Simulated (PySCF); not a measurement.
Identify the unknown among the candidates.

All candidates are C4H8.

- Dipole: 0.14 D [PBE0-D3(BJ)/def2-SVP]
- Couplings: largest of the computed one-bond spin–spin couplings (means over like bonds): 13C–1H +168.3 (×2), 13C–1H +166.6 (×2), 13C–1H +163.1, 13C–1H +131.9 (×3), 13C–13C +46.8, 13C–13C +15.6 (×2), 13C–13C +14.7 Hz [B3LYP/pcJ-1, spin–dipole term left out]
- XPS: C1s 290.4 (×2), C1s 290.6, C1s 290.6 eV [ΔSCF SCAN, pcX-2 on the ionised atom, pcseg-1 elsewhere, spin-free X2C]
- Rotational structure: rotational constants A, B, C: 15.666, 6.350, 5.582 GHz [PBE0-D3(BJ)/def2-SVP]

Electronic properties: PySCF, gas phase, density fitting. Levels stand in brackets. Isolated species at its PBE0-D3(BJ)/def2-SVP geometry, gas phase.

Task: Which candidate is it?
A. `C=CCC`
B. `C/C=C/C`
C. `C/C=C\C`
D. `CC1CC1`

Result: D. It is `CC1CC1`. Numbering: `[CH3:1][CH:2]1[CH2:3][CH2:4]1`. Its formula, C4H8, gives 1 degree of unsaturation: 1 ring and 0 π bonds in the structure found. The couplings run between: +168.3 Hz, three-membered-ring carbon [C3] and its hydrogen (with 1 like pair); +166.6 Hz, three-membered-ring carbon [C3] and its hydrogen (with 1 like pair); +163.1 Hz, three-membered-ring carbon [C2] and its hydrogen; +131.9 Hz, methyl carbon [C1] and its hydrogen (with 2 like pairs); +46.8 Hz, methyl carbon [C1] and three-membered-ring carbon [C2]; +15.6 Hz, three-membered-ring carbon [C2] and three-membered-ring carbon [C3] (with 1 like pair); +14.7 Hz, three-membered-ring carbon [C3] and three-membered-ring carbon [C4]. The core levels belong to: C1s 290.4 eV, three-membered-ring carbon [C3/C4]; C1s 290.6 eV, three-membered-ring carbon [C2]; C1s 290.6 eV, methyl carbon [C1]. The optimised geometry has point group Cs and is an asymmetric top.

The others, at the same levels:
- `C/C=C\C` fails: its computed core binding energies are C1s 290.1 (×2), C1s 290.7 (×2) eV, rotational constant A is 16.325 GHz (against 15.666 GHz) and smallest rotational constant is 4.079 GHz (against 5.582 GHz).
- `C/C=C/C` fails: its computed core binding energies are C1s 290.1 (×2), C1s 290.7 (×2) eV, rotational constant A is 34.652 GHz (against 15.666 GHz) and smallest rotational constant is 3.510 GHz (against 5.582 GHz).
- `C=CCC` fails: its computed core binding energies are C1s 290.1, C1s 290.5, C1s 290.6, C1s 290.8 eV, rotational constant A is 22.563 GHz (against 15.666 GHz) and smallest rotational constant is 4.062 GHz (against 5.582 GHz).

Each candidate is one conformer, not necessarily the lowest. Dipoles, sizes and rotational constants follow the conformer. The torsions of the flexible species, by atom-mapped SMILES:
- `[CH2:1]=[CH:2][CH2:3][CH3:4]`: C1–C2–C3–C4 119°
